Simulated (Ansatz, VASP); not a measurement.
Two plane-wave programs on BN

```xyz
4
Lattice="2.5121 0.0000 0.0000 -1.2561 2.1756 0.0000 0.0000 0.0000 8.3613" Properties=species:S:1:pos:R:3 pbc="T T T"
B     0.0000    0.0000    0.0000
B     0.0000    1.4504    4.1806
N     0.0000    1.4504    0.0000
N     1.2561    0.7252    4.1806
```

Measurements of this composition are mostly on another form, of space group No. 194.

Alike in both runs: functional PBE; k mesh 12 × 12 × 4; occupations gaussian, width 0.02 eV; no spin polarisation.

Ansatz relaxed the structure, and its values are those at the end. VASP's run is a single point on that final structure, the one shown.

|  | VASP | Ansatz |
| --- | --- | --- |
| version | VASP 6.6.1 | Ansatz 0.2.0 |
| potentials or method | VASP PAW PBE potentials, release 64 (B, N) | scalar-relativistic, plane waves, PAW |
| plane-wave cutoff (eV) | 520 | 420 |
| valence electrons in the cell | 16 | 16 |

Ansatz gave:

- gap on the k mesh at the Fermi level (eV): 4.38
- least direct gap on the mesh (eV): 4.64
- pressure (GPa): 0.0

Question: What did VASP give for the same quantities?

Answer: gap on the k mesh at the Fermi level (eV): 4.38; least direct gap on the mesh (eV): 4.64; pressure (GPa): 0.1.

Caveats: this functional lacks dispersion, which binds the layers, so the pressure and a relaxed spacing across them are unreliable. A hybrid or GW would open this gap; PBE tends to underestimate it. A k mesh can miss the band edges.
